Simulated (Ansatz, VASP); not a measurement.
Two plane-wave programs on As

INCAR

```
PREC = Accurate
ENCUT = 520
EDIFF = 1E-7
ISMEAR = -1
SIGMA = 0.1
LREAL = F
LASPH = T
NELM = 80
ALGO = Normal
ISIF = 2
LWAVE = F
LCHARG = F
GGA = PE
NBANDS = 8
```

Contents of KPOINTS:

```
Automatic mesh
0
Gamma
  13 13 13
```

POSCAR

```
As
1.0
    2.7702907476      0.0000000000      0.0000000000
    0.0000000000      2.7702907476      0.0000000000
    0.0000000000      0.0000000000      2.7702907476
As
1
Direct
    0.0000000000      0.0000000000      0.0000000000
```

Input for Ansatz:

```yaml
crystal:
  lattice:
    - [2.7702907476, 0.0, 0.0]
    - [0.0, 2.7702907476, 0.0]
    - [0.0, 0.0, 2.7702907476]
  atoms:
    - { symbol: As, position: [0.0, 0.0, 0.0] }
hamiltonian:
  xc: pbe
  pseudopotentials:
    kind: paw
    azcp:
      As: "pseudopotentials/As.paw.azcp"
basis:
  ecutwfc: 420
  fft_grid_basis: typed
kpoints:
  mp_grid: { grid: [13, 13, 13], shift: [0, 0, 0] }
magnetization:
  spin_polarized: false
scf:
  occupations: { method: fermi_dirac, width: 0.1 }
  lower_state_search: "off"
output:
  stress: true
```

Alike in both runs: task single point; functional PBE; k mesh 13 × 13 × 13; occupations fermi-dirac, width 0.1 eV; no spin polarisation.

```csv
,VASP,Ansatz
version,VASP 6.6.1,Ansatz 0.2.0
potentials or method,"VASP PAW PBE potentials, release 64 (As)","plane waves (420 eV) with PAW, scalar-relativistic"
plane-wave cutoff (eV),520,420
valence electrons in the cell,5,15
```

```tsv
	VASP	Ansatz	Ansatz less VASP
pressure (GPa)	-3.0	-3.1	-0.11
```

The two sets of potentials don't hold the same shells in valence.
